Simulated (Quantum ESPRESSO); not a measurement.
The system is Mg.

```xyz
2
Lattice="3.2093 0.0000 0.0000 -1.6046 2.7793 0.0000 0.0000 0.0000 5.2103" Properties=species:S:1:pos:R:3 pbc="T T T"
Mg    1.6047    0.9264    3.9077
Mg    0.0000    1.8529    1.3026
```

Base run:

| Property | Result |
| --- | --- |
| Program | Quantum ESPRESSO 7.5 |
| Functional | AM05 |
| Potentials or basis | SG15 PBE 1.2 |
| Cutoff | 952 eV |
| Density cutoff | 3810 eV |
| k mesh | 10 × 10 × 5 |
| Occupations | fermi-dirac, width 0.05 eV |
| Spin | no spin polarisation |

Its results: band gap on the k mesh none (metal or under the smearing width); pressure -0.8 GPa.

Question: After a change of settings the same cell gave: band gap on the k mesh none (metal or under the smearing width); pressure 0.5 GPa. Which change was it?
A. functional from AM05 to M06L; k mesh from 10 × 10 × 5 to 8 × 8 × 4
B. functional from AM05 to SCAN; k mesh from 10 × 10 × 5 to 8 × 8 × 4
C. functional from AM05 to PBEsol; potentials or basis from SG15 PBE 1.2 to GBRV 1.5 PBEsol; cutoff from 952 eV to 612 eV; density cutoff from 3810 eV to 4898 eV
D. functional from AM05 to RPBE

Answer: D.

RPBE binds less tightly than AM05, so the same cell stands under more pressure.

Caveats: the potentials were made for another functional, which shifts forces and pressure.

Runs at the PBE level aren't shown here.
